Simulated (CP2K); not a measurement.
Wanted: the native input for a CP2K 2026.2 run.

```yaml
Task: single point
Functional: WC
Potentials_or_basis: POTENTIAL_UZH Te GTH-PBE-q6, Mo GTH-PBE-q14; DZVP-MOLOPT-PBE-GTH basis
Density_cutoff: 9184 eV
k_mesh: 4 × 8 × 1
Occupations: fermi-dirac, width 0.05 eV
Spin: no spin polarisation
SCF_solver: diagonalisation with k points
Quickstep_method: GPW
EPS_DEFAULT: 1.0E-9
EPS_SCF: 1.0E-6
MAX_SCF: 100
SCF_GUESS: ATOMIC
k_points_reduced_by_the_point_group: yes
Mesh_centred_on_Gamma: yes
CHOLESKY: OFF
EPS_EIGVAL: 1.0E-7
MIXING_METHOD: BROYDEN_MIXING
MIXING_ALPHA: 0.4
NBUFFER: 8
NGRIDS: 5
Basis_sets: Te DZVP-MOLOPT-PBE-GTH-q6, Mo DZVP-MOLOPT-PBE-GTH-q14
Potentials: Te GTH-PBE-q6 of POTENTIAL_UZH, Mo GTH-PBE-q14 of POTENTIAL_UZH
ADDED_MOS: "[24]"
REL_CUTOFF_Ry: 60 Ry
MIXING_BETA_1/bohr: 1.5 1/bohr
CUTOFF_of_the_grids: 675 Ry
```

Slab: Te2Mo, a slab with vacuum.

```xyz
6
Lattice="6.3616 0.0000 0.0000 0.0000 3.4804 0.0000 -0.0857 0.0000 36.1759" Properties=species:S:1:pos:R:3 pbc="T T T"
Te    2.6844    2.6103   19.5604
Te    3.5915    0.8701   16.6155
Te    5.8104    0.8701   20.1329
Te    0.4655    2.6103   16.0430
Mo    1.1110    0.8701   17.9963
Mo    5.1649    2.6103   18.1796
```

The input as run:

te2mo_scf.inp

```
&GLOBAL
  PROJECT te2mo_scf
  RUN_TYPE ENERGY_FORCE
  PRINT_LEVEL LOW
&END GLOBAL
&FORCE_EVAL
  METHOD QS
  STRESS_TENSOR ANALYTICAL
  &DFT
    BASIS_SET_FILE_NAME BASIS_MOLOPT_UZH
    POTENTIAL_FILE_NAME POTENTIAL_UZH
    &MGRID
      CUTOFF 675
      REL_CUTOFF 60
      NGRIDS 5
    &END MGRID
    &QS
      METHOD GPW
      EPS_DEFAULT 1.0E-9
    &END QS
    &KPOINTS
      SCHEME MONKHORST-PACK 4 8 1
      GAMMA_CENTERED T
      SYMMETRY T
      SYMMETRY_BACKEND SPGLIB
    &END KPOINTS
    &SCF
      SCF_GUESS ATOMIC
      EPS_SCF 1.0E-6
      MAX_SCF 100
      ADDED_MOS 24
      CHOLESKY OFF
      EPS_EIGVAL 1.0E-7
      &DIAGONALIZATION ON
        ALGORITHM STANDARD
      &END DIAGONALIZATION
      &MIXING ON
        METHOD BROYDEN_MIXING
        ALPHA 0.4
        BETA 1.5
        NBUFFER 8
      &END MIXING
      &SMEAR ON
        METHOD FERMI_DIRAC
        ELECTRONIC_TEMPERATURE 580.23
      &END SMEAR
    &END SCF
    &XC
      &XC_FUNCTIONAL
        &GGA_X_WC
        &END GGA_X_WC
        &GGA_C_PBE
        &END GGA_C_PBE
      &END XC_FUNCTIONAL
    &END XC
    &PRINT
      &KPOINTS ON
      &END KPOINTS
      &MULLIKEN ON
      &END MULLIKEN
      &MO ON
        ENERGIES T
        OCCUPATION_NUMBERS T
        &EACH
          QS_SCF 0
        &END EACH
        ADD_LAST NUMERIC
      &END MO
      &LOWDIN ON
      &END LOWDIN
      &HIRSHFELD ON
        SHAPE_FUNCTION DENSITY
      &END HIRSHFELD
      &E_DENSITY_CUBE ON
        STRIDE 1
      &END E_DENSITY_CUBE
      &V_HARTREE_CUBE ON
        STRIDE 1
      &END V_HARTREE_CUBE
      &ELF_CUBE ON
        STRIDE 1
      &END ELF_CUBE
    &END PRINT
  &END DFT
  &SUBSYS
    &CELL
      A 6.3616090156 0.0000000000 0.0000000000
      B 0.0000000000 3.4804030600 0.0000000000
      C -0.0857412231 0.0000000000 36.1758904685
      PERIODIC XYZ
    &END CELL
    &COORD
      SCALED
      Te  0.4292511000 0.7500000000 0.5407035800
      Te  0.5707489000 0.2500000000 0.4592964200
      Te  0.9208478700 0.2500000000 0.5565273200
      Te  0.0791521300 0.7500000000 0.4434726800
      Mo  0.1813475600 0.2500000000 0.4974653700
      Mo  0.8186524400 0.7500000000 0.5025346300
    &END COORD
    &KIND Te
      BASIS_SET DZVP-MOLOPT-PBE-GTH-q6
      POTENTIAL GTH-PBE-q6
    &END KIND
    &KIND Mo
      BASIS_SET DZVP-MOLOPT-PBE-GTH-q14
      POTENTIAL GTH-PBE-q14
    &END KIND
    &PRINT
      &ATOMIC_COORDINATES ON
      &END ATOMIC_COORDINATES
      &CELL ON
      &END CELL
    &END PRINT
  &END SUBSYS
  &PRINT
    &FORCES ON
    &END FORCES
    &STRESS_TENSOR ON
    &END STRESS_TENSOR
  &END PRINT
&END FORCE_EVAL
```

Potentials or basis: POTENTIAL_UZH Te GTH-PBE-q6, Mo GTH-PBE-q14; DZVP-MOLOPT-PBE-GTH basis.

Run with:

```sh
$ OMP_NUM_THREADS=1 cp2k.psmp -i te2mo_scf.inp -o te2mo_scf.out
```

It gave:

```yaml
Largest_force: 0.480 eV/Å
Band_gap_on_the_k_mesh: none (metal or under the smearing width)
Mulliken_charges: Te +0.15, +0.20; Mo -0.35 e
Hirshfeld_charges: Te -0.05, -0.02; Mo +0.07 e
```

Caveat: Mulliken charges move with the basis; the potentials were made for another functional, which shifts forces and pressure; the basis of atomic orbitals isn't converged, which shifts pressures, moduli and gaps.

It took 89 s on 1 thread of Arm Neoverse V2, on a shared host, peak memory 2.4 GiB.
